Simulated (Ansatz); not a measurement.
Runs of Ansatz 0.2.0 on TiAl3. The structure is tetragonal, space group I4/mmm (No. 139). Conventional cell: a = 3.822 Å, b = 3.822 Å, c = 8.561 Å, α = 90.00°, β = 90.00°, γ = 90.00°. Ti (site symmetry 4/mmm) is surrounded by 12 Al at 2.70 to 2.87 Å. Around Al (site symmetry -4m2) lie 8 Al at 2.70 to 2.87 Å and 4 Ti at 2.87 Å. Al (site symmetry 4/mmm) has 4 Ti at 2.70 Å and 8 Al at 2.87 Å as nearest neighbours. The cell comes from a database or a generator and needn't be the stable form of this composition.

```csv
level,cutoff (eV),gap on the mesh (eV),pressure (GPa),relaxed volume (Å³/atom)
BLYP,420,none,0.0,16.44
r2SCAN,500,none,0.0,15.65
revPBE,420,none,0.0,(b)
LDA,420,none,0.0,15.15
RPBE,420,none,0.0,(a)
PBEsol,420,none,0.0,15.57
```

Alike in all rows: task relaxation of cell and atoms; potentials or basis Ansatz PAW; no spin polarisation; cell relaxed; k mesh 10 × 10 × 10; smearing fermi-dirac 0.05 eV.

Fill in the values left out.

(a) 16.28; (b) 16.19.

Caveats: the plane-wave basis is chosen anew once the cell has moved, so the energies of steps on either side of that aren't comparable; the PAW data sets come from PBE, with cores solved anew for the run's functional, which leaves a small shift of forces and pressure.

A gap of «none» marks a metal or a gap under the smearing width.

Runs at the PBE level aren't shown here.
